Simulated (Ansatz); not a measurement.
# ZrSe2: the cost of one run

Computed with Ansatz 0.2.0 (DFT PBE+D3(BJ), scalar-relativistic, plane waves, PAW, unless a step's input says otherwise).

The COD entry's cell or inner coordinates are ideal or old and differ from later refinements, so a difference from it is no clean test against experiment.

19 further runs of the same task are left out: 19 set aside as unsound or not needed.

## 1. The structure to begin with

It takes space group P-3m1 (No. 164, trigonal). Conventional cell: a = 3.736 Å, b = 3.736 Å, c = 6.035 Å, α = 90.00°, β = 90.00°, γ = 120.00°. Zr (site symmetry -3m) is surrounded by 6 Se at 2.68 Å. Around Se (site symmetry 3m) lie 3 Zr at 2.68 Å.

Coordinates:

```cif
data_structure
_symmetry_space_group_name_H-M 'P 1'
_symmetry_Int_Tables_number 1
_cell_length_a 3.7361
_cell_length_b 3.7361
_cell_length_c 6.0353
_cell_angle_alpha 90.000
_cell_angle_beta 90.000
_cell_angle_gamma 120.000
_cell_volume 72.96
loop_
_atom_site_label
_atom_site_type_symbol
_atom_site_fract_x
_atom_site_fract_y
_atom_site_fract_z
_atom_site_occupancy
Zr1 Zr 0.00000 0.00000 0.00000 1
Se1 Se 0.33333 0.66667 0.26481 1
Se2 Se 0.66667 0.33333 0.73519 1
```

This cell was relaxed beforehand with the same method: volume 24.32 Å³/atom, gap on the mesh none (metal).

## 2. Plan of the line

The energy is mapped over the lattice constants a and c of the conventional cell.

The axes are (1) lattice constant a (and b): 7 values from 3.475 to 3.998 Å; (2) lattice constant c: 7 values from 5.166 to 6.904 Å.

Nothing else is relaxed (fractional coordinates fixed). Energies count from the relaxed crystal. Points are written as (first, second).

## 3. Point (3.823 Å, 5.166 Å)

input.yaml

```yaml
crystal:
  lattice:
    - [3.8233, 0.0, 0.0]
    - [-1.91165, 3.3110749263, 0.0]
    - [0.0, 0.0, 5.1662]
  atoms:
    - { symbol: Zr, position: [0.0, 0.0, 0.0] }
    - { symbol: Se, position: [0.3333333333, 0.6666666667, 0.2648050718] }
    - { symbol: Se, position: [0.6666666667, 0.3333333333, 0.7351949282] }
basis:
  ecutwfc: 420
kpoints:
  mp_grid: { grid: [12, 12, 8] }
hamiltonian:
  xc: pbe
  pseudopotentials: { kind: paw, azcp: { folder: soft_1 } }
  dispersion: d3bj
scf:
  occupations: { method: gaussian, width: 0.15 }
output:
  forces: true
  stress: true
  eigenvalues: true
```

The run is started by

```bash
ansatz run input.yaml --threads 1 --pin off --max-ram 2048MiB --backend cpu --events-out ev --progress --plain --runs-dir out
```

**Question.** How long does this run take on 1 thread of Intel Xeon Platinum 8488C (Sapphire Rapids), shared host, and how much memory does it need?

About 11 s, with a peak of 0.53 GiB.
